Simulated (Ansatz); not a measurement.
The system is CuI (Marshite).

```
CELL_PARAMETERS angstrom
0.00000 3.03150 3.03150
3.03150 0.00000 3.03150
3.03150 3.03150 0.00000
ATOMIC_POSITIONS crystal
I 0.00000 0.00000 0.00000
Cu 0.75000 0.75000 0.75000
```

Base run:

* Program: Ansatz 0.2.0
* Functional: PBE
* Potentials or basis: all-electron LAPW, scalar-relativistic
* Cutoff: 283 eV (chosen from the basis error)
* Basis error allowed: 0.001 eV/atom
* k mesh: 8 × 8 × 8
* Occupations: fermi-dirac, width 0.05 eV
* Spin: no spin polarisation

Its results: band gap on the k mesh 1.12 eV, direct; pressure 0.3 GPa.

Question: The run is repeated on the same cell with these changes: functional from PBE to RPBE. What comes out?

Answer: Band gap on the k mesh 1.26 eV, direct; pressure 2.4 GPa.

RPBE binds less tightly than PBE, so the same cell stands under more pressure.

Caveats: spin-orbit coupling is left out, which moves the levels of the heavy elements.
